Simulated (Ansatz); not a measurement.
simple cubic against fcc along the 3d metals

All numbers below come from DFT, BLYP, plane waves (420 eV) with PAW, scalar-relativistic in Ansatz. The PAW files were generated under PBE, with cores re-solved for the functional.

Each structure is relaxed within its symmetry, in the lowest magnetic state of the tried starts. Differences under about 8 meV lie within the error of the k-point mesh.

| element | E(simple cubic) − E(fcc) (meV/atom) | V(simple cubic) (Å³/atom) | V(fcc) (Å³/atom) | state of simple cubic | state of fcc |
| --- | --- | --- | --- | --- | --- |
| Sc | 645 | 26.97 | 25.07 | spin not included | spin not included |
| Ti | 656 | 19.13 | 17.82 | spin not included | spin not included |
| V | 458 | 15.19 | 14.32 | spin not included | spin not included |
| Co | 591 | 13.44 | 11.41 | ferromagnetic | ferromagnetic |
| Ni | ? | ? | ? | ? | ? |
| Cu | 317 | 14.81 | 12.68 | spin not included | spin not included |
| Zn | 23 | 20.29 | 16.76 | spin not included | spin not included |

Question: Fill in the row of Ni.

Answer: E(simple cubic) − E(fcc) (meV/atom): 539; V(simple cubic) (Å³/atom): 13.28; V(fcc) (Å³/atom): 11.45; state of simple cubic: ferromagnetic; state of fcc: ferromagnetic.
